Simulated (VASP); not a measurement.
# HfS2 (P-3m1) in VASP: band structure with PBE+D3(BJ)

Aim: the band structure of HfS2 with PBE+D3(BJ).

Program: VASP 6.6.1. These are calculated values, not measurements. Logs are shortened: lines on timing, memory, paths and dates and some standing lists are left out, and cuts for length are marked.

## 1. The structure

It takes space group P-3m1 (No. 164, trigonal). Conventional cell: a = 3.645 Å, b = 3.645 Å, c = 5.752 Å, α = 90.00°, β = 90.00°, γ = 120.00°. Around Hf (site symmetry -3m) lie 6 S at 2.54 Å. S (site symmetry 3m) has 3 Hf at 2.54 Å as nearest neighbours.

The cell is a database's computed one.

## 2. Band structure, PBE+D3(BJ)

File INCAR:

```
SYSTEM = HfS2
ALGO = Normal ; EDIFF = 1E-7
ENCUT = 520 ; GGA = PE
ISIF = 2 ; ISMEAR = 0
IVDW = 12 ; LASPH = .True.
LCHARG = .False. ; LMAXMIX = 4
LREAL = .False. ; LWAVE = .False.
NBANDS = 18 ; NELM = 60
PREC = Accurate ; SIGMA = 0.02
```

File KPOINTS:

```
k-points
0
Gamma
  3 3 2
  0 0 0
```

File POSCAR:

```
HfS2                                    
1.0
    3.6448997588      0.0000000000      0.0000000000
   -1.8224498794      3.1565757842      0.0000000000
    0.0000000000      0.0000000000      5.7523931354
  Hf              S             
     1     2
Direct
     0.0000000000000000    0.0000000000000000    0.0000000000000000
     0.6666666699999979    0.3333333300000021    0.7527296350946315
     0.3333333300000021    0.6666666699999979    0.2472703649053685
```

File KPOINTS_OPT:

```
path GMKGALHA,LM,KH
10
line-mode
reciprocal
 0.0000000000  0.0000000000  0.0000000000  G
 0.5000000000  0.0000000000  0.0000000000  M

 0.5000000000  0.0000000000  0.0000000000  M
 0.3333333333  0.3333333333  0.0000000000  K

 0.3333333333  0.3333333333  0.0000000000  K
 0.0000000000  0.0000000000  0.0000000000  G

 0.0000000000  0.0000000000  0.0000000000  G
 0.0000000000  0.0000000000  0.5000000000  A

 0.0000000000  0.0000000000  0.5000000000  A
 0.5000000000  0.0000000000  0.5000000000  L

 0.5000000000  0.0000000000  0.5000000000  L
 0.3333333333  0.3333333333  0.5000000000  H

 0.3333333333  0.3333333333  0.5000000000  H
 0.0000000000  0.0000000000  0.5000000000  A

 0.5000000000  0.0000000000  0.5000000000  L
 0.5000000000  0.0000000000  0.0000000000  M

 0.3333333333  0.3333333333  0.0000000000  K
 0.3333333333  0.3333333333  0.5000000000  H
```

Potentials or basis: VASP PAW PBE potentials, release 64 (Hf_pv, S).

On the command line:

```sh
> cat potpaw_PBE.64/Hf_pv/POTCAR potpaw_PBE.64/S/POTCAR > POTCAR
> mpirun -np 1 vasp_std > vasp.out
```

OUTCAR:

```text
SYSTEM = HfS2
   EDIFF = 1E-7
   ENCUT = 520
   GGA = PE
   ISIF = 2
   ISMEAR = 0
   IVDW = 12
   LASPH = .True.
   LREAL = .False.
   NELM = 60
   PREC = Accurate
 IVDW          = 12

 ion  position               nearest neighbor table
   1  0.000  0.000  0.000-   2 2.54   3 2.54   3 2.54   2 2.54   2 2.54   3 2.54
   2  0.667  0.333  0.753-   1 2.54   1 2.54   1 2.54
   3  0.333  0.667  0.247-   1 2.54   1 2.54   1 2.54

  LATTYP: Found a hexagonal cell.
 ALAT       =     3.6448997588
 C/A-ratio  =     1.5782033845

  Lattice vectors:

 A1 = (   3.6448997588,   0.0000000000,   0.0000000000)
 A2 = (  -1.8224498794,   3.1565757842,   0.0000000000)
 A3 = (   0.0000000000,   0.0000000000,   5.7523931354)

Analysis of symmetry for initial positions (statically):
=====================================================================
 Subroutine PRICEL returns:
 Original cell was already a primitive cell.

 Routine SETGRP: Setting up the symmetry group for a
 hexagonal supercell.

 Subroutine GETGRP returns: Found 12 space group operations
 (whereof 12 operations were pure point group operations)
 out of a pool of 24 trial point group operations.

The static configuration has the point symmetry D_3d.

Analysis of symmetry for dynamics (positions and initial velocities):
=====================================================================
 Subroutine PRICEL returns:
 Original cell was already a primitive cell.

 Routine SETGRP: Setting up the symmetry group for a
 hexagonal supercell.

 Subroutine GETGRP returns: Found 12 space group operations
 (whereof 12 operations were pure point group operations)
 out of a pool of 24 trial point group operations.

The dynamic configuration has the point symmetry D_3d.

 Subroutine INISYM returns: Found 12 space group operations
 (whereof 12 operations are pure point group operations),
 and found     1 'primitive' translations

----------------------------------------------------------------------------------------

                                     Primitive cell

  volume of cell :      66.1836

  direct lattice vectors                    reciprocal lattice vectors
     3.644899759  0.000000000  0.000000000     0.274355968  0.158399492  0.000000000
    -1.822449879  3.156575784  0.000000000     0.000000000  0.316798984  0.000000000
     0.000000000  0.000000000  5.752393135     0.000000000  0.000000000  0.173840691

  length of vectors
     3.644899759  3.644899758  5.752393135     0.316798983  0.316798984  0.173840691

  position of ions in fractional coordinates (direct lattice)
     0.000000000  0.000000000  0.000000000
     0.666666670  0.333333330  0.752729635
     0.333333330  0.666666670  0.247270365

  ion indices of the primitive-cell ions
   primitive index   ion index
                 1           1
                 2           2
                 3           3

----------------------------------------------------------------------------------------

 KPOINTS: k-points

Automatic generation of k-mesh.
 Grid dimensions read from file:
 generate k-points for:    3    3    2

 Generating k-lattice:

  Cartesian coordinates                     Fractional coordinates (reciprocal lattice)
     0.091451989  0.052799831  0.000000000     0.333333333 -0.000000000  0.000000000
     0.000000000  0.105599661  0.000000000     0.000000000  0.333333333  0.000000000
     0.000000000  0.000000000  0.086920346     0.000000000  0.000000000  0.500000000

  Length of vectors
     0.105599661  0.105599661  0.086920346

  Shift w.r.t. Gamma in fractional coordinates (k-lattice)
     0.000000000  0.000000000  0.000000000

 Subroutine IBZKPT returns following result:
 ===========================================

 Found      6 irreducible k-points:

 Following reciprocal coordinates:
            Coordinates               Weight
  0.000000  0.000000  0.000000      1.000000
  0.333333 -0.000000  0.000000      6.000000
  0.333333  0.333333  0.000000      2.000000
  0.000000  0.000000  0.500000      1.000000
  0.333333 -0.000000  0.500000      6.000000
  0.333333  0.333333  0.500000      2.000000
   k-points           NKPTS =      6   k-points in BZ     NKDIM =      6   number of bands    NBANDS=     18
   number of dos      NEDOS =    301   number of ions     NIONS =      3
   total plane-waves  NPLWV =  37632
   dimension x,y,z NGX =    28 NGY =   28 NGZ =   48
   dimension x,y,z NGXF=    56 NGYF=   56 NGZF=   96
   ions per type =               1   2
   NGX,Y,Z   is equivalent  to a cutoff of  12.77, 12.77, 13.87 a.u.
   NGXF,Y,Z  is equivalent  to a cutoff of  25.54, 25.54, 27.74 a.u.
 SYSTEM =  HfS2
   PREC   = accura    normal or accurate (medium, high low for compatibility)
   ISTART =      0    job   : 0-new  1-cont  2-samecut
   ICHARG =      2    charge: 1-file 2-atom 10-const
   ISPIN  =      1    spin polarized calculation?
   LNONCOLLINEAR =      F non collinear calculations
   LSORBIT =      F    spin-orbit coupling
   LASPH  =      T    aspherical Exc in radial PAW
   ENCUT  =  520.0 eV  38.22 Ry    6.18 a.u.   6.78  6.78 10.70*2*pi/ulx,y,z
   NELM   =     60;   NELMIN=  2; NELMDL= -5     # of ELM steps
   EDIFF  = 0.1E-06   stopping-criterion for ELM
   LREAL  =      F    real-space projection
   EDIFFG = 0.1E-05   stopping-criterion for IOM
   NSW    =      0    number of steps for IOM
   IBRION =     -1    ionic relax: 0-MD 1-quasi-New 2-CG
   NFREE  =      0    steps in history (QN), initial steepest desc. (CG)
   ISIF   =      2    stress and relaxation
   ISYM   =      2    0-nonsym 1-usesym 2-fastsym
   POTIM  = 0.5000    time-step for ionic-motion
   TEBEG  =    0.0;   TEEND  =   0.0 temperature during run
   PSTRESS=    0.0 pullay stress
   NELECT =      22.0000    total number of electrons
   NUPDOWN=      -1.0000    fix difference up-down
   EMIN   =  10.00;   EMAX   =-10.00  energy-range for DOS
   EFERMI =   0.00;   METHOD = LEGACY
   ISMEAR =     0;   SIGMA  =   0.02  broadening in eV -4-tet -1-fermi 0-gaus
   EFERMI_NEDOS =   21; number of points for ismear=-14 and -15
   IALGO  =     38    algorithm
   IMIX   =      4    mixing-type and parameters
     AMIX     =   0.40;   BMIX     =  1.00
     AMIX_MAG =   1.60;   BMIX_MAG =  1.00
  volume/ion in A,a.u.               =      22.06       148.88
  Fermi-wavevector in a.u.,A,eV,Ry     =   1.134050  2.143044 17.498042  1.286070
  Thomas-Fermi vector in A             =   2.270754
   LORBIT       =      0    0 simple, 1 ext, 2 COOP (PROOUT), +10 PAW based schemes
   GGA     = PE    functional components
   LHFCALC =     F    Hartree Fock is set to
   AEXX    =    0.0000 exact exchange contribution
   IVDW    =    12    specifies the selected vdW correction
   LEPSILON=     F    determine dielectric tensor
   LRPA    =     F    only Hartree local field effects (RPA)
 non-spin polarized calculation
 Gauss-broadening in eV      SIGMA  =   0.02
  energy-cutoff  :      520.00
  volume of cell :       66.18
 maximum number of plane-waves:      1818
 NGX is ok and might be reduce to    28
   NGX = 13   NGY = 13   NGZ = 21

 number of electron      22.0000000 magnetization

 Free energy of the ion-electron system (eV)
  ---------------------------------------------------
  ext. energy  EPLUGINS =         0.00000000
  ---------------------------------------------------
  free energy    TOTEN  =       -22.67500407 eV

  energy without entropy =      -22.67500407  energy(sigma->0) =      -22.67500407

 E-fermi :   3.7305     XC(G=0):  -9.7114

 val. band max:        3.5959223425   @ k =   0.0000   0.0000   0.0000
 cond. band min:       4.7276623533   @ k =   0.3333  -0.0000   0.5000
 fundamental gap:      1.1317400108
 Fermi energy:         3.7304810798

 k-point     1 :       0.0000    0.0000    0.0000
  band No.  band energies     occupation
      1     -27.4443      2.00000
      2     -27.2864      2.00000
      3     -27.2864      2.00000
      4      -9.6830      2.00000
      5      -7.8637      2.00000
      6      -1.3585      2.00000
[... 10 lines left out ...]
     17       9.0555      0.00000
     18       9.1105      0.00000

 k-point     2 :       0.3333   -0.0000    0.0000
  band No.  band energies     occupation
      1     -27.4279      2.00000
      2     -27.4153      2.00000
      3     -27.3180      2.00000
      4      -8.6785      2.00000
      5      -8.0344      2.00000
      6      -0.6614      2.00000
[... 10 lines left out ...]
     17      10.8388      0.00000
     18      11.3997      0.00000

 k-point     3 :       0.3333    0.3333    0.0000
  band No.  band energies     occupation
      1     -27.4144      2.00000
      2     -27.4144      2.00000
      3     -27.4040      2.00000
      4      -8.0744      2.00000
      5      -8.0744      2.00000
      6      -0.6530      2.00000
[... 10 lines left out ...]
     17      10.6785      0.00000
     18      13.5079      0.00000

 k-point     4 :       0.0000    0.0000    0.5000
  band No.  band energies     occupation
      1     -27.4446      2.00000
      2     -27.2864      2.00000
      3     -27.2864      2.00000
      4      -9.4020      2.00000
      5      -8.3338      2.00000
      6      -0.0967      2.00000
[... 10 lines left out ...]
     17       9.6591      0.00000
     18      11.0744      0.00000

 k-point     5 :       0.3333   -0.0000    0.5000
  band No.  band energies     occupation
      1     -27.4279      2.00000
      2     -27.4155      2.00000
      3     -27.3180      2.00000
      4      -8.5407      2.00000
      5      -8.1823      2.00000
      6      -0.8775      2.00000
[... 10 lines left out ...]
     17      10.0500      0.00000
     18      10.6339      0.00000

 k-point     6 :       0.3333    0.3333    0.5000
  band No.  band energies     occupation
      1     -27.4144      2.00000
      2     -27.4144      2.00000
      3     -27.4041      2.00000
      4      -8.0763      2.00000
      5      -8.0763      2.00000
      6      -0.3156      2.00000
[... 10 lines left out ...]
     17      11.7310      0.00000
     18      12.2287      0.00000

------------------------ aborting loop because EDIFF is reached ----------------------------------------

 Edisp (eV)   -1.00124

 E8    (eV) :    -0.4318

  FORCE on cell =-STRESS in cart. coord.  units (eV):
  Direction    XX          YY          ZZ          XY          YZ          ZX
  --------------------------------------------------------------------------------------
  -------------------------------------------------------------------------------------
  Total       0.00250     0.00250    -0.00283     0.00000     0.00000    -0.00000
  in kB       0.06057     0.06057    -0.06839     0.00000     0.00000    -0.00000
  external pressure =        0.02 kB  Pullay stress =        0.00 kB

 VOLUME and BASIS-vectors are now :
 -----------------------------------------------------------------------------
  energy-cutoff  :      520.00
  volume of cell :       66.18
      direct lattice vectors                 reciprocal lattice vectors
     3.644899759  0.000000000  0.000000000     0.274355968  0.158399492  0.000000000
    -1.822449879  3.156575784  0.000000000     0.000000000  0.316798984  0.000000000
     0.000000000  0.000000000  5.752393135     0.000000000  0.000000000  0.173840691

 POSITION                                       TOTAL-FORCE (eV/Angst)
 -----------------------------------------------------------------------------------
      0.00000      0.00000      0.00000        -0.000000      0.000000      0.000000
      1.82245      1.05219      4.33000        -0.000000      0.000000     -0.000339
     -0.00000      2.10438      1.42240         0.000000      0.000000      0.000339
 -----------------------------------------------------------------------------------
    total drift:                               -0.000000      0.000000      0.000000

  FREE ENERGIE OF THE ION-ELECTRON SYSTEM (eV)
  ---------------------------------------------------
  free  energy   TOTEN  =       -23.6762457772 eV

  energy  without entropy=      -23.6762457772  energy(sigma->0) =      -23.67624578
```

Run time: 36 s. Hardware: 1 thread of Intel Xeon Platinum 8488C (Sapphire Rapids), shared host; peak memory 0.2 GiB.

What came out:

```yaml
Free_energy: -23.6762 eV
Pressure: 0.0 GPa
Band_gap_on_the_k_mesh: 1.13 eV, indirect (least direct gap 1.75 eV)
Band_gap_along_the_path: 0.93 eV, indirect (least direct gap 1.75 eV)
Dispersion_energy_per_atom: -0.334 eV
```

Levels at the corners of the path, in eV from the valence-band top:
```tsv
point	band 9	band 10	band 11	band 12	band 13	band 14
Γ	-0.25	-0.25	0.00	1.75	1.75	2.44
M	-2.65	-2.16	-1.56	1.05	3.74	3.76
M	-2.65	-2.16	-1.56	1.05	3.74	3.76
K	-2.32	-2.32	-1.73	2.27	3.51	3.51
K	-2.32	-2.32	-1.73	2.27	3.51	3.51
Γ	-0.25	-0.25	0.00	1.75	1.75	2.44
Γ	-0.25	-0.25	0.00	1.75	1.75	2.44
A	-1.99	-0.42	-0.42	1.69	1.69	2.66
A	-1.99	-0.42	-0.42	1.69	1.69	2.66
L	-2.46	-1.25	-0.95	0.93	3.75	3.79
L	-2.46	-1.25	-0.95	0.93	3.75	3.79
H	-2.38	-1.91	-1.91	2.50	3.16	3.16
H	-2.38	-1.91	-1.91	2.50	3.16	3.16
A	-1.99	-0.42	-0.42	1.69	1.69	2.66
L	-2.46	-1.25	-0.95	0.93	3.75	3.79
M	-2.65	-2.16	-1.56	1.05	3.74	3.76
K	-2.32	-2.32	-1.73	2.27	3.51	3.51
H	-2.38	-1.91	-1.91	2.50	3.16	3.16
```

Caveat: the k mesh is coarse (spacing up to 0.66 Å⁻¹), so the values aren't converged; spin-orbit coupling is left out, which moves the levels of the heavy elements; the mesh misses the band edges, which the band path finds closer together.
